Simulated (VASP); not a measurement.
# Pt (Fm-3m) in VASP: further runs

Runs on Pt. Level: PBE. Tasks: relaxation of cell and atoms.

All numbers are computed with VASP 6.6.1; they aren't measurements. Logs are shortened: lines on timing, memory, paths and dates and some standing lists are left out, and cuts for length are marked.

## Step 1: The structure

Symmetry: Fm-3m, No. 225, cubic system. The conventional cell has a = 3.922 Å, b = 3.922 Å, c = 3.922 Å, α = 90.00°, β = 90.00°, γ = 90.00°. Pt (site symmetry m-3m) is surrounded by 12 Pt at 2.77 Å.

## Step 2: Relaxation of cell and atoms, PBE

Contents of INCAR:

```
SYSTEM = Pt
PREC = Accurate ; ENCUT = 700
EDIFF = 1E-7 ; ISMEAR = 0
SIGMA = 0.1 ; LREAL = .False.
LASPH = .True. ; NELM = 60
ALGO = Fast ; ISIF = 3
LWAVE = .False. ; LCHARG = .False.
GGA = PE ; IBRION = 2
NSW = 80 ; EDIFFG = -0.002
```

Contents of KPOINTS:

```
regular mesh
0
Gamma
  18 18 18
  0 0 0
```

Contents of POSCAR:

```
Pt
1.0
    0.0000000000      1.9609000000      1.9609000000
    1.9609000000      0.0000000000      1.9609000000
    1.9609000000      1.9609000000      0.0000000000
Pt
1
Direct
    0.0000000000      0.0000000000      0.0000000000
```

Potentials or basis: VASP PAW PBE potentials, release 64 (Pt).

Launch:

```sh
$ cat potpaw_PBE.64/Pt/POTCAR > POTCAR
$ mpirun -np 1 vasp_std > vasp.out
```

OUTCAR:

```text
SYSTEM = Pt
   PREC = Accurate
   ENCUT = 700
   EDIFF = 1E-7
   ISMEAR = 0
   LREAL = .False.
   LASPH = .True.
   NELM = 60
   ISIF = 3
   GGA = PE
   IBRION = 2
   NSW = 80
   EDIFFG = -0.002

 ion  position               nearest neighbor table
   1  0.000  0.000  0.000-

  LATTYP: Found a face centered cubic cell.
 ALAT       =     3.9218000000

  Lattice vectors:

 A1 = (   0.0000000000,   1.9609000000,   1.9609000000)
 A2 = (   1.9609000000,   0.0000000000,   1.9609000000)
 A3 = (   1.9609000000,   1.9609000000,   0.0000000000)

Analysis of symmetry for initial positions (statically):
=====================================================================
 Subroutine PRICEL returns:
 Original cell was already a primitive cell.

 Routine SETGRP: Setting up the symmetry group for a
 face centered cubic supercell.

 Subroutine GETGRP returns: Found 48 space group operations
 (whereof 48 operations were pure point group operations)
 out of a pool of 48 trial point group operations.

The static configuration has the point symmetry O_h .

Analysis of symmetry for dynamics (positions and initial velocities):
=====================================================================
 Subroutine PRICEL returns:
 Original cell was already a primitive cell.

 Routine SETGRP: Setting up the symmetry group for a
 face centered cubic supercell.

 Subroutine GETGRP returns: Found 48 space group operations
 (whereof 48 operations were pure point group operations)
 out of a pool of 48 trial point group operations.

The dynamic configuration has the point symmetry O_h .

 Subroutine INISYM returns: Found 48 space group operations
 (whereof 48 operations are pure point group operations),
 and found     1 'primitive' translations

----------------------------------------------------------------------------------------

                                     Primitive cell

  volume of cell :      15.0798

  direct lattice vectors                    reciprocal lattice vectors
     0.000000000  1.960900000  1.960900000    -0.254984956  0.254984956  0.254984956
     1.960900000  0.000000000  1.960900000     0.254984956 -0.254984956  0.254984956
     1.960900000  1.960900000  0.000000000     0.254984956  0.254984956 -0.254984956

  length of vectors
     2.773131374  2.773131374  2.773131374     0.441646899  0.441646899  0.441646899

  position of ions in fractional coordinates (direct lattice)
     0.000000000  0.000000000  0.000000000

  ion indices of the primitive-cell ions
   primitive index   ion index
                 1           1

----------------------------------------------------------------------------------------

 KPOINTS: regular mesh

Automatic generation of k-mesh.
 Grid dimensions read from file:
 generate k-points for:   18   18   18

 Generating k-lattice:

  Cartesian coordinates                     Fractional coordinates (reciprocal lattice)
    -0.014165831  0.014165831  0.014165831     0.055555556  0.000000000  0.000000000
     0.014165831 -0.014165831  0.014165831     0.000000000  0.055555556  0.000000000
     0.014165831  0.014165831 -0.014165831     0.000000000  0.000000000  0.055555556

  Length of vectors
     0.024535939  0.024535939  0.024535939

  Shift w.r.t. Gamma in fractional coordinates (k-lattice)
     0.000000000  0.000000000  0.000000000

 Subroutine IBZKPT returns following result:
 ===========================================

 Found    195 irreducible k-points:

 Following reciprocal coordinates:
            Coordinates               Weight
  0.000000  0.000000  0.000000      1.000000
  0.055556  0.000000  0.000000      8.000000
  0.111111  0.000000  0.000000      8.000000
  0.166667  0.000000  0.000000      8.000000
  0.222222  0.000000  0.000000      8.000000
  0.277778  0.000000  0.000000      8.000000
[... 16 lines left out ...]
 -0.277778  0.055556  0.000000     24.000000
 -0.222222  0.055556  0.000000     24.000000
 [... further k-points ...]
   k-points           NKPTS =    195   k-points in BZ     NKDIM =    195   number of bands    NBANDS=      9
   number of dos      NEDOS =    301   number of ions     NIONS =      1
   total plane-waves  NPLWV =  13824
   dimension x,y,z NGX =    24 NGY =   24 NGZ =   24
   dimension x,y,z NGXF=    48 NGYF=   48 NGZF=   48
   ions per type =               1
   NGX,Y,Z   is equivalent  to a cutoff of  14.39, 14.39, 14.39 a.u.
   NGXF,Y,Z  is equivalent  to a cutoff of  28.78, 28.78, 28.78 a.u.
 SYSTEM =  Pt
   PREC   = accura    normal or accurate (medium, high low for compatibility)
   ISTART =      0    job   : 0-new  1-cont  2-samecut
   ICHARG =      2    charge: 1-file 2-atom 10-const
   ISPIN  =      1    spin polarized calculation?
   LNONCOLLINEAR =      F non collinear calculations
   LSORBIT =      F    spin-orbit coupling
   LASPH  =      T    aspherical Exc in radial PAW
   ENCUT  =  700.0 eV  51.45 Ry    7.17 a.u.   5.98  5.98  5.98*2*pi/ulx,y,z
   NELM   =     60;   NELMIN=  2; NELMDL= -5     # of ELM steps
   EDIFF  = 0.1E-06   stopping-criterion for ELM
   LREAL  =      F    real-space projection
   EDIFFG = -.2E-02   stopping-criterion for IOM
   NSW    =     80    number of steps for IOM
   IBRION =      2    ionic relax: 0-MD 1-quasi-New 2-CG
   NFREE  =      1    steps in history (QN), initial steepest desc. (CG)
   ISIF   =      3    stress and relaxation
   ISYM   =      2    0-nonsym 1-usesym 2-fastsym
   POTIM  = 0.5000    time-step for ionic-motion
   TEBEG  =    0.0;   TEEND  =   0.0 temperature during run
   PSTRESS=    0.0 pullay stress
   NELECT =      10.0000    total number of electrons
   NUPDOWN=      -1.0000    fix difference up-down
   EMIN   =  10.00;   EMAX   =-10.00  energy-range for DOS
   EFERMI =   0.00;   METHOD = LEGACY
   ISMEAR =     0;   SIGMA  =   0.10  broadening in eV -4-tet -1-fermi 0-gaus
   EFERMI_NEDOS =   21; number of points for ismear=-14 and -15
   IALGO  =     68    algorithm
   IMIX   =      4    mixing-type and parameters
     AMIX     =   0.40;   BMIX     =  1.00
     AMIX_MAG =   1.60;   BMIX_MAG =  1.00
  volume/ion in A,a.u.               =      15.08       101.76
  Fermi-wavevector in a.u.,A,eV,Ry     =   1.427609  2.697791 27.729605  2.038068
  Thomas-Fermi vector in A             =   2.547760
   LORBIT       =      0    0 simple, 1 ext, 2 COOP (PROOUT), +10 PAW based schemes
   GGA     = PE    functional components
   LHFCALC =     F    Hartree Fock is set to
   AEXX    =    0.0000 exact exchange contribution
   IVDW    =     0    specifies the selected vdW correction
   LEPSILON=     F    determine dielectric tensor
   LRPA    =     F    only Hartree local field effects (RPA)
 conjugate gradient relaxation of ions
 non-spin polarized calculation
 RMM-DIIS sequential band-by-band and
 Gauss-broadening in eV      SIGMA  =   0.10
  energy-cutoff  :      700.00
  volume of cell :       15.08
 maximum number of plane-waves:       650
   NGX = 11   NGY = 11   NGZ = 11

--------------------------------------- Ionic step        1  -------------------------------------------

 number of electron      10.0000000 magnetization

 Free energy of the ion-electron system (eV)
  ---------------------------------------------------
  ext. energy  EPLUGINS =         0.00000000
  ---------------------------------------------------
  free energy    TOTEN  =        -6.08467964 eV

  energy without entropy =       -6.07401525  energy(sigma->0) =       -6.07934745

------------------------ aborting loop because EDIFF is reached ----------------------------------------

  FORCE on cell =-STRESS in cart. coord.  units (eV):
  Direction    XX          YY          ZZ          XY          YZ          ZX
  --------------------------------------------------------------------------------------
  -------------------------------------------------------------------------------------
  Total        0.9065025      0.9065025      0.9065025      0.0000000      0.0000000      0.0000000
  in kB       96.3126343     96.3126343     96.3126343      0.0000000      0.0000000      0.0000000
  external PRESSURE =      96.3126343 kB  Pullay stress =       0.0000000 kB
[... 20 lines left out ...]
  energy  without entropy=       -6.0740152492  energy(sigma->0) =       -6.07934745

--------------------------------------- Ionic step        2  -------------------------------------------

 number of electron      10.0000001 magnetization

 E-fermi :   8.9609     XC(G=0): -12.7296

 val. band max:        8.9600042509   @ k =   0.4444   0.1111   0.0000
 cond. band min:       8.9658930651   @ k =  -0.4444   0.2778   0.0556
 fundamental gap:      0.0058888142
 Fermi energy:         8.9609192181

 k-point     1 :       0.0000    0.0000    0.0000
  band No.  band energies     occupation
      1       0.1127      2.00000
      2       5.8922      2.00000
      3       5.8922      2.00000
      4       5.8922      2.00000
      5       7.6327      2.00000
      6       7.6327      2.00000
      7      23.8661      0.00000
      8      28.1170      0.00000
      9      28.1170      0.00000
[... 339 lines left out ...]
  FREE ENERGIE OF THE ION-ELECTRON SYSTEM (eV)
  ---------------------------------------------------
  free  energy   TOTEN  =        -6.1002345916 eV

  energy  without entropy=       -6.0889625201  energy(sigma->0) =       -6.09459856

[... ionic steps 4 to 14 ...]

--------------------------------------- Ionic step       15  -------------------------------------------

 number of electron      10.0000002 magnetization

------------------------ aborting loop because EDIFF is reached ----------------------------------------

  FORCE on cell =-STRESS in cart. coord.  units (eV):
  Direction    XX          YY          ZZ          XY          YZ          ZX
  --------------------------------------------------------------------------------------
  -------------------------------------------------------------------------------------
  Total        0.0039412      0.0039412      0.0039412      0.0000000     -0.0000000      0.0000000
  in kB        0.4043204      0.4043204      0.4043204      0.0000000     -0.0000000      0.0000000
  external PRESSURE =       0.4043204 kB  Pullay stress =       0.0000000 kB
[... 55 lines left out ...]
  energy  without entropy=       -6.0890075388  energy(sigma->0) =       -6.09463344

--------------------------------------- Ionic step       17  -------------------------------------------

 number of electron      10.0000002 magnetization

 Free energy of the ion-electron system (eV)
  ---------------------------------------------------
  ext. energy  EPLUGINS =         0.00000000
  ---------------------------------------------------
  free energy    TOTEN  =        -6.10025989 eV

  energy without entropy =       -6.08901083  energy(sigma->0) =       -6.09463536

 E-fermi :  10.6018     XC(G=0): -13.2806

 val. band max:       10.6014877751   @ k =  -0.3333   0.3889   0.1111
 cond. band min:      10.6126057229   @ k =   0.4444   0.1111   0.0000
 fundamental gap:      0.0111179479
 Fermi energy:        10.6017857121

 k-point     1 :       0.0000    0.0000    0.0000
  band No.  band energies     occupation
      1       0.7752      2.00000
      2       7.0228      2.00000
      3       7.0228      2.00000
      4       7.0228      2.00000
      5       9.0559      2.00000
      6       9.0559      2.00000
      7      25.3339      0.00000
      8      30.1019      0.00000
      9      30.1019      0.00000
[... 304 lines left out ...]
  FREE ENERGIE OF THE ION-ELECTRON SYSTEM (eV)
  ---------------------------------------------------
  free  energy   TOTEN  =        -6.1002598874 eV

  energy  without entropy=       -6.0890108325  energy(sigma->0) =       -6.09463536

 reached required accuracy - stopping structural energy minimisation
```

Wall time 65 s (1 thread of Intel Xeon 6975P-C (Granite Rapids), shared host); peak memory 0.19 GiB.

Results:

```
Free energy                            : -6.1003 eV
Relaxed volume                         : 15.62 Å³/atom
Relaxed cell                           : a = 2.806 Å, b = 2.806 Å, c = 2.806 Å, α = 60.00°, β = 60.00°, γ = 60.00°
Space group after relaxing (to 0.05 Å) : Fm-3m (No. 225)
Energy gained by relaxing              : 15.6 meV/atom
Ionic steps                            : 17
Pressure after relaxing                : 0.0 GPa
Band gap on the k mesh                 : none (metal or under the smearing width)
```

The path:
```csv
step,energy change (eV),largest force (eV/Å),pressure (GPa),volume (Å³)
1,0.0000,0.0000,9.63,15.08
2,0.0789,0.0000,-17.97,17.15
3,-0.0156,0.0000,-0.34,15.64
4,-0.0156,0.0000,-0.03,15.62
5,-0.0156,0.0000,0.14,15.61
6,-0.0156,0.0000,0.15,15.61
7,-0.0156,0.0000,0.11,15.61
8,-0.0156,0.0000,0.12,15.61
9,-0.0156,0.0000,0.12,15.61
10,-0.0156,0.0000,0.12,15.61
11,-0.0156,0.0000,0.11,15.61
12,-0.0156,0.0000,0.11,15.61
13,-0.0156,0.0000,0.09,15.61
14,-0.0156,0.0000,0.07,15.62
15,-0.0156,0.0000,0.04,15.62
16,-0.0156,0.0000,-0.05,15.62
17,-0.0156,0.0000,0.00,15.62
```

Final structure:
```
Pt
1.0
     0.00000    1.98404    1.98404
     1.98404    0.00000    1.98404
     1.98404    1.98404    0.00000
Pt
1
Direct
  0.00000 0.00000 0.00000
```

Levels at points of the mesh, in eV from the Fermi level:
| k point | band 3 | band 4 | band 5 | band 6 | band 7 | band 8 |
| --- | --- | --- | --- | --- | --- | --- |
| (0.00, 0.00, 0.00) | -3.58 | -3.58 | -1.55 | -1.55 | 14.73 | 19.50 |
| (0.50, 0.00, 0.00) | -3.64 | -0.33 | 0.03 | 0.03 | 5.58 | 14.29 |
| (0.50, 0.50, 0.00) | 0.00 | 0.45 | 0.45 | 1.85 | 8.50 | 11.28 |

## Step 3: Relaxation of cell and atoms, PBE

This run uses another cell than the first one, of 15.62 Å³/atom, 1.036 times its volume.

INCAR is that of step 2.

KPOINTS is that of step 2.

Contents of POSCAR:

```
Pt                                      
1.0
    0.0000000000      1.9840374124      1.9840374124
    1.9840374124      0.0000000000      1.9840374124
    1.9840374124      1.9840374124      0.0000000000
  Pt            
     1
Direct
     0.0000000000000000    0.0000000000000000    0.0000000000000000
```

Potentials or basis: VASP PAW PBE potentials, release 64 (Pt).

Launch:

```sh
$ cat potpaw_PBE.64/Pt/POTCAR > POTCAR
$ mpirun -np 1 vasp_std > vasp.out
```

OUTCAR:

```text
SYSTEM = Pt
   PREC = Accurate
   ENCUT = 700
   EDIFF = 1E-7
   ISMEAR = 0
   LREAL = .False.
   LASPH = .True.
   NELM = 60
   ISIF = 3
   GGA = PE
   IBRION = 2
   NSW = 80
   EDIFFG = -0.002

 ion  position               nearest neighbor table
   1  0.000  0.000  0.000-

  LATTYP: Found a face centered cubic cell.
 ALAT       =     3.9680748248

  Lattice vectors:

 A1 = (   0.0000000000,   1.9840374124,   1.9840374124)
 A2 = (   1.9840374124,   0.0000000000,   1.9840374124)
[... 464 lines left out ...]
      3       7.3961      2.00000
      4       7.4597      2.00000
      5       8.8798      2.00000
      6       9.5199      2.00000
      7      24.0900      0.00000
      8      27.0730      0.00000
      9      31.3019      0.00000

 [... further k-points ...]
[... 5 lines left out ...]
  --------------------------------------------------------------------------------------
  -------------------------------------------------------------------------------------
  Total       -0.0011338     -0.0011338     -0.0011338      0.0000000      0.0000000      0.0000000
  in kB       -0.1162945     -0.1162945     -0.1162945      0.0000000      0.0000000      0.0000000
  external PRESSURE =      -0.1162945 kB  Pullay stress =       0.0000000 kB

 VOLUME and BASIS-vectors are now :
 -----------------------------------------------------------------------------
  energy-cutoff  :      700.00
  volume of cell :       15.62
      direct lattice vectors                 reciprocal lattice vectors
     0.000000000  1.984037412  1.984037412    -0.252011377  0.252011377  0.252011377
     1.984037412  0.000000000  1.984037412     0.252011377 -0.252011377  0.252011377
     1.984037412  1.984037412  0.000000000     0.252011377  0.252011377 -0.252011377

 POSITION                                       TOTAL-FORCE (eV/Angst)
 -----------------------------------------------------------------------------------
      0.00000      0.00000      0.00000         0.000000      0.000000      0.000000
 -----------------------------------------------------------------------------------
    total drift:                               -0.000000      0.000000     -0.000000

  FREE ENERGIE OF THE ION-ELECTRON SYSTEM (eV)
  ---------------------------------------------------
  free  energy   TOTEN  =        -6.1003040405 eV

  energy  without entropy=       -6.0890551174  energy(sigma->0) =       -6.09467958

 reached required accuracy - stopping structural energy minimisation
```

CONTCAR:

```text
Pt
   1.00000000000000
     0.0000000000000000    1.9840374124000000    1.9840374124000000
     1.9840374124000000    0.0000000000000000    1.9840374124000000
     1.9840374124000000    1.9840374124000000    0.0000000000000000
  Pt
     1
Direct
     0.0000000000000000    0.0000000000000000    0.0000000000000000

  0.00000000E+00  0.00000000E+00  0.00000000E+00
```

Run time: 11 s. Hardware: 1 thread of Intel Xeon 6975P-C (Granite Rapids), shared host; peak memory 0.18 GiB.

Results:

| Quantity | Value |
| --- | --- |
| Free energy | -6.1003 eV |
| Pressure after relaxing | 0.0 GPa |
| Band gap on the k mesh | none (metal or under the smearing width) |

Final structure:
```
Pt
1.0
     0.00000    1.98404    1.98404
     1.98404    0.00000    1.98404
     1.98404    1.98404    0.00000
Pt
1
Direct
  0.00000 0.00000 0.00000
```

Levels at points of the mesh, in eV from the Fermi level:
| k point | band 3 | band 4 | band 5 | band 6 | band 7 | band 8 |
| --- | --- | --- | --- | --- | --- | --- |
| (0.00, 0.00, 0.00) | -3.58 | -3.58 | -1.55 | -1.55 | 14.73 | 19.50 |
| (0.50, 0.00, 0.00) | -3.64 | -0.33 | 0.03 | 0.03 | 5.58 | 14.29 |
| (0.50, 0.50, 0.00) | 0.00 | 0.45 | 0.45 | 1.85 | 8.50 | 11.28 |

Caveat: the relaxation stopped at its first step, so nothing moved. The run has no spin-orbit coupling, so splittings on Pt are missing.
